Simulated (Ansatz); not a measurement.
**WSe2: how the settings move a single-point run**

Aim: see which settings change the result for WSe2, by how much, and at what cost. The cell is built on a prototype (CdI2 type) and needn't be the phase found in nature.

Computed with Ansatz 0.2.0 (reference: DFT, r2SCAN, plane waves, PAW, unless a step's input says otherwise).

1 further run of the same task is left out (it didn't finish).

### Step 1. The system as given

Symmetry: P-3m1, No. 164, trigonal system. The conventional cell has a = 3.315 Å, b = 3.315 Å, c = 6.519 Å, α = 90.00°, β = 90.00°, γ = 120.00°. W (site symmetry -3m) is surrounded by 6 Se at 2.54 Å. Se (site symmetry 3m) has 3 W at 2.54 Å as nearest neighbours.

As a file:

```cif
data_structure
_symmetry_space_group_name_H-M 'P-3m1'
_symmetry_Int_Tables_number 164
_cell_length_a 3.3153
_cell_length_b 3.3153
_cell_length_c 6.5192
_cell_angle_alpha 90.000
_cell_angle_beta 90.000
_cell_angle_gamma 120.000
_cell_volume 62.06
loop_
_atom_site_label
_atom_site_type_symbol
_atom_site_symmetry_multiplicity
_atom_site_Wyckoff_symbol
_atom_site_fract_x
_atom_site_fract_y
_atom_site_fract_z
_atom_site_occupancy
W1 W 1 a 0.00000 0.00000 0.00000 1
Se1 Se 2 d 0.33333 0.66667 0.25717 1
```

### Step 2. Reference

The input, input.yaml:

```yaml
crystal:
  lattice:
    - [3.3153441874, 0.0, 0.0]
    - [-1.6576720937, 2.8711722886, 0.0]
    - [0.0, 0.0, 6.5191986732]
  atoms:
    - { symbol: W, position: [0.0, 0.0, 0.0] }
    - { symbol: Se, position: [0.3333333333, 0.6666666667, 0.257168382] }
    - { symbol: Se, position: [0.6666666667, 0.3333333333, 0.742831618] }
kpoints:
  mp_grid: { grid: [6, 6, 4] }
hamiltonian:
  xc: r2scan
scf:
  occupations: { method: fermi_dirac, width: 0.02 }
  n_extra_bands: 4
output:
  forces: true
  stress: true
  eigenvalues: true
```

On the command line:

```
ansatz run input.yaml --threads 4 --pin off --max-ram 3686MiB --backend cpu --events-out ev --progress --plain --runs-dir out
```

### Step 3. Changing settings: occupations.method tetrahedron, width left out

Edit input.yaml of step 2 so:

```diff
@@ -14,3 +14,3 @@
 scf:
-  occupations: { method: fermi_dirac, width: 0.02 }
+  occupations: { method: tetrahedron }
   n_extra_bands: 4
```

### Step 4. Changed: occupations.method cold, occupations.width 0.001

Edit input.yaml of step 2 so:

```diff
@@ -14,3 +14,3 @@
 scf:
-  occupations: { method: fermi_dirac, width: 0.02 }
+  occupations: { method: cold, width: 0.001 }
   n_extra_bands: 4
```

### Step 5. Changed: dr2_threshold 1.0e-12

Edit input.yaml of step 2 so:

```diff
@@ -16,2 +16,4 @@
   n_extra_bands: 4
+  convergence: { dr2_threshold: 1.0e-12 }
+  max_iter: 55
 output:
```

### Step 6. Changed: occupations.method methfessel_paxton, occupations.width 0.001

Edit input.yaml of step 2 so:

```diff
@@ -14,3 +14,3 @@
 scf:
-  occupations: { method: fermi_dirac, width: 0.02 }
+  occupations: { method: methfessel_paxton, width: 0.001 }
   n_extra_bands: 4
```

### Step 7. Changing settings: accuracy low

Edit input.yaml of step 2 so:

```diff
@@ -20 +20,2 @@
   eigenvalues: true
+accuracy: low
```

### Step 8. Variant: occupations.method gaussian, occupations.width 0.2

Edit input.yaml of step 2 so:

```diff
@@ -14,3 +14,3 @@
 scf:
-  occupations: { method: fermi_dirac, width: 0.02 }
+  occupations: { method: gaussian, width: 0.2 }
   n_extra_bands: 4
```

**Question.** What will these runs give? Wanted: for each run, ending; energy change; pressure; gap; force.

The runs gave:

```
                                                             run     ending        energy change  pressure (GPa)  gap (eV)  force (eV/Å)  cycles   time
                                                       reference  converged                    0             1.5      0.00          0.09       7  3.5 s
               1: occupations.method tetrahedron, width left out  converged  +2.5 meV/atom (σ→0)             1.3      0.00          0.03       9  3.6 s
             2: occupations.method cold, occupations.width 0.001  converged  +0.2 meV/atom (σ→0)             1.5      0.00          0.11       9  3.8 s
                                        3: dr2_threshold 1.0e-12  converged         0.0 meV/atom             1.5      0.00          0.09      11  4.3 s
4: occupations.method methfessel_paxton, occupations.width 0.001  converged  +0.2 meV/atom (σ→0)             1.5      0.00          0.11       9  3.8 s
                                                 5: accuracy low  converged         0.0 meV/atom             1.5      0.00          0.09       7  3.1 s
           6: occupations.method gaussian, occupations.width 0.2  converged  -0.8 meV/atom (σ→0)             1.4      0.00          0.07       7  3.5 s
```

Residual by cycle in the longest SCF loop of each run; runs are numbered as in the table. The quantity is the density residual dr2, in eV.

```
cycle  reference    run 1    run 2    run 3    run 4   run 5    run 6
    1      0.067    0.041   0.0678    0.067   0.0675   0.067   0.0554
    2      0.015   0.0138   0.0721    0.015   0.0734   0.015    0.066
    3     0.0046  0.00316   0.0314   0.0046   0.0307  0.0046  0.00744
    4     2.3e-4   2.5e-4  0.00114   2.3e-4  0.00119  2.3e-4   2.3e-4
    5     2.2e-6   8.3e-5   4.8e-4   2.2e-6   5.0e-4  2.2e-6   9.9e-7
    6     3.9e-7   1.0e-5   1.8e-4   3.9e-7   2.0e-4  3.9e-7   1.5e-7
    7     2.4e-8   4.2e-6   7.3e-6   2.4e-8   7.8e-6  2.4e-8   1.7e-8
    8          -   3.6e-7   6.8e-8   1.2e-9   7.7e-8       -        -
    9          -   1.0e-8   4.0e-9  1.0e-10   4.5e-9       -        -
   10          -        -        -  2.9e-12        -       -        -
   11          -        -        -  7.9e-13        -       -        -
```

What this shows: The reference leaves spin out although W can carry a moment, so its state need not be the lowest.
